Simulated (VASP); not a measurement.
A run of VASP 6.6.1 is set up as follows.

Contents of INCAR:

```
ALGO = Normal
EDIFF = 1E-7
ENCUT = 520
ISIF = 2
ISMEAR = 0
LASPH = True
LCHARG = False
LREAL = False
LWAVE = False
NBANDS = 15
NELM = 80
PREC = Accurate
SIGMA = 0.02
```

KPOINTS

```
k-points
0
Gamma
  10 10 10
```

The input POSCAR:

```
KCl
1.0
    3.6340000000      0.0000000000      0.0000000000
    0.0000000000      3.6340000000      0.0000000000
    0.0000000000      0.0000000000      3.6340000000
K Cl
1 1
Direct
    0.0000000000      0.0000000000      0.0000000000
    0.5000000000      0.5000000000      0.5000000000
```

Potentials or basis: VASP PAW LDA potentials, release 64 (K_sv, Cl).

Run with:

```bash
$ cat potpaw_LDA.64/K_sv/POTCAR potpaw_LDA.64/Cl/POTCAR > POTCAR
$ mpirun -np 1 vasp_std > vasp.out
```

Task: Predict the pressure.

Result: 0.1 GPa.

Task: Predict the band gap on the k mesh.

Result: 5.14 eV, indirect (least direct gap 5.38 eV).

A k mesh can miss the band edges. LDA gaps usually lie below the measured ones, often by a third to a half.
